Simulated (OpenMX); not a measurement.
PbS in OpenMX: convergence with ElectronicTemperature

Input of the first run (ElectronicTemperature 3000 K); the others differ in this setting and in those tied to it:

The input PbS.dat:

```
System.CurrrentDirectory             ./
System.Name                          PbS
DATA.PATH                            ./DFT_DATA13
level.of.stdout                      1
level.of.fileout                     0
Species.Number                       2
<Definition.of.Atomic.Species
  Pb  Pb8.0-s3p2d2           Pb_PBE13
  S   S7.0-s2p2d1            S_PBE13
Definition.of.Atomic.Species>

Atoms.Number                         4
Atoms.SpeciesAndCoordinates.Unit     AU
<Atoms.SpeciesAndCoordinates
    1  Pb    3.9072800044    8.3283518600    1.9553910120   7.000  7.000
    2  Pb    4.0187697983   -8.3355639168    6.0590580675   7.000  7.000
    3  S     3.9342946123    3.2864674851    1.9529973356   3.000  3.000
    4  S     3.8817157661   -3.3403031681    5.9762012826   3.000  3.000
Atoms.SpeciesAndCoordinates>

Atoms.UnitVectors.Unit               AU
<Atoms.UnitVectors
     3.9305409457  -11.3219102062    0.0000000000
     3.9305409457   11.3219102062    0.0000000000
     0.0000000000    0.0000000000    8.0867445760
Atoms.UnitVectors>

scf.XcType                           GGA-PBE
scf.SpinPolarization                 off
scf.ElectronicTemperature            3000.0
scf.energycutoff                     500.0
scf.maxIter                          100
scf.EigenvalueSolver                 band
scf.Kgrid                            5 5 5
scf.Mixing.Type                      rmm-diisk
scf.Init.Mixing.Weight               0.05
scf.Min.Mixing.Weight                0.001
scf.Max.Mixing.Weight                0.3
scf.Mixing.History                   25
scf.Mixing.StartPulay                8
scf.criterion                        1.0e-8
scf.stress.tensor                    on
MD.Type                              nomd
```

Potentials or basis: OpenMX 2013 PBE set, Pb8.0-s3p2d2, S7.0-s2p2d1, grid cutoff 500 Ry.

Launch:

```sh
$ openmx PbS.dat -nt 1 > PbS.std
```

The cell isn't the ideal one: atoms moved at random, drawn with an rms of 0.05 Å.

The cell comes from a database or a generator and needn't be the stable form of this composition.

Hardware: 1 thread of Intel(R) Xeon(R) 6975P-C (Granite Rapids), on a shared host.

Problem. The values tried are 3000 K, 2000 K, 1200 K, 800 K, 500 K, 300 K, 150 K, 75 K, loosest first. From which on does the energy stay within 1 meV/atom of the tightest run that finished?

Solution. From 2000 K on.

```tsv
ElectronicTemperature	energy less the tightest run, at zero smearing (meV/atom)	largest force (eV/Å)	gap on the mesh (eV)	SCF cycles	CPU time (s)	peak memory (GiB)
3000 K	5.32	0.601	1.219	18	130	1.3
2000 K	0.96	0.586	1.212	18	130	1.3
1200 K	0.05	0.581	1.210	18	140	1.3
800 K	0.00	0.581	1.210	18	120	1.3
500 K	0.00	0.581	1.210	18	130	1.3
300 K	0.00	0.581	1.210	18	130	1.3
150 K	0.00	0.581	1.210	18	120	1.3
75 K	0.00	0.581	1.210	18	130	1.3
```

Against the tightest run, the largest force stays within 0.005 eV/Å from 1200 K on; the gap on the mesh stays within 0.01 eV from 3000 K on. The tightest run that finished is the yardstick and may itself not be fully converged.

Caveat, for the tightest run too: spin-orbit coupling is left out, which as a rule narrows the gap of such compounds by several tenths of an eV; an odd mesh through Γ misses points on the zone boundary, where band edges often lie; the basis of atomic orbitals isn't converged, which shifts pressures, moduli and gaps.
